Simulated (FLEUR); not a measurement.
## HfN: band structure with PBEsol

The system is HfN.

```
Hf N
1.0
     0.00000    2.25600    2.25600
     2.25600    0.00000    2.25600
     2.25600    2.25600    0.00000
Hf N
1 1
Direct
  0.00000 0.00000 0.00000
  0.50000 0.50000 0.50000
```

```yaml
Program: FLEUR MaX-R8.1 (later development tree)
Task: band structure
Functional: PBEsol
Potentials_or_basis: all-electron
Basis: FLAPW
Kmax: 4.77 1/bohr
k_mesh: 10 × 10 × 10
Occupations: fermi-dirac, width 0.05 eV
Spin: no spin polarisation
Gmax: 14.8 1/bohr
Muffin-tin_radii: Hf 2.44, N 1.51 bohr
lmax: Hf 10, N 8
lnonsphr: Hf 10, N 8
Local_orbitals_a_species: Hf 4, N 3
Max_iterations: 60
Mixing_factor: 0.05
Mixer: Anderson
Mixer_history: 15
Density_convergence: 1e-05 me/bohr^3
```

* Band gap along the path: none (metal or under the smearing width)
* Valence electrons inside the program's atomic spheres: Hf 23.74; N 3.67 (radii Hf 2.44, N 1.51 bohr)

Levels at the corners of the path, in eV from the Fermi level:
```csv
point,band 13,band 14,band 15,band 16,band 17,band 18
Γ,-2.94,-2.94,-2.94,-0.43,-0.43,-0.43
X,-5.45,-3.91,-3.65,-3.65,4.06,5.53
W,-6.19,-5.52,-5.52,1.10,1.10,5.54
K,-6.39,-5.57,-4.98,-0.89,3.86,4.44
Γ,-2.94,-2.94,-2.94,-0.43,-0.43,-0.43
L,-8.99,-6.27,-6.27,3.24,3.67,3.67
U,-6.39,-5.57,-4.98,-0.89,3.86,4.44
W,-6.19,-5.52,-5.52,1.10,1.10,5.54
L,-8.99,-6.27,-6.27,3.24,3.67,3.67
K,-6.39,-5.57,-4.98,-0.89,3.86,4.44
U,-6.39,-5.57,-4.98,-0.89,3.86,4.44
X,-5.45,-3.91,-3.65,-3.65,4.06,5.53
```

Core levels (eV from the Fermi level):
| atom | levels |
| --- | --- |
| 1 Hf | 1s1/2 -65172.8, 2s1/2 -11135.5, 2p1/2 -10635.2, 2p3/2 -9444.0, 3s1/2 -2533.7, 3p1/2 -2312.0, 3p3/2 -2056.7, 4s1/2 -506.8, 3d3/2 -1681.5, 3d5/2 -1625.8, 4p1/2 -416.0, 4p3/2 -357.5, 4d3/2 -208.3, 4d5/2 -197.6 |
| 2 N | 1s1/2 -376.2 |

Wall time 31 s on 1 thread of AMD EPYC 9R45 96-Core Processor (Zen 5), with other jobs on the host, peak memory 0.07 GiB.

Caveat: spin-orbit coupling is left out, which moves the levels of the heavy elements.
